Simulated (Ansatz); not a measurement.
# Cd: the cost of one run

Method: DFT PBE, scalar-relativistic, plane waves, PAW, in Ansatz 0.2.0.

### 1 The system as given

It takes space group Cmmm (No. 65, orthorhombic). The conventional cell has a = 2.642 Å, b = 4.933 Å, c = 3.852 Å, α = 90.00°, β = 90.00°, γ = 90.00°. Around Cd (site symmetry mmm) lie 6 Cd at 2.64 to 2.80 Å.

Structure file:

```
Cd
1.0
     1.32112   -2.46654    0.00000
     1.32112    2.46654    0.00000
     0.00000    0.00000    3.85186
Cd
1
Direct
  0.00000 0.00000 0.00000
```

This is candidate A: Ba type (Cmmm, No. 65).

(A quick probe on a coarse mesh, which set the mesh and smearing, is not shown.)

### 3 A loose first relaxation (candidate A)

Contents of input.yaml:

```yaml
crystal:
  lattice:
    - [1.3211203632, -2.4665418545, 0.0]
    - [1.3211203632, 2.4665418545, 0.0]
    - [0.0, 0.0, 3.8518598823]
  atoms:
    - { symbol: Cd, position: [0.0, 0.0, 0.0] }
basis:
  ecutwfc: 420
kpoints:
  mp_grid: { grid: [8, 8, 4] }
hamiltonian:
  xc: pbe
scf:
  occupations: { method: gaussian, width: 0.1 }
  lower_state_search: "off"
output:
  forces: true
  stress: true
  eigenvalues: true
relax:
  adjacent_minimum: "off"
  f_tol: 0.04
  max_steps: 70
  cell: { stress_tol: 0.4 }
```

Q: Estimate wall time and peak memory on 1 thread of an x86-64 CPU, shared host.

About 12 s, with a peak of 0.36 GiB.
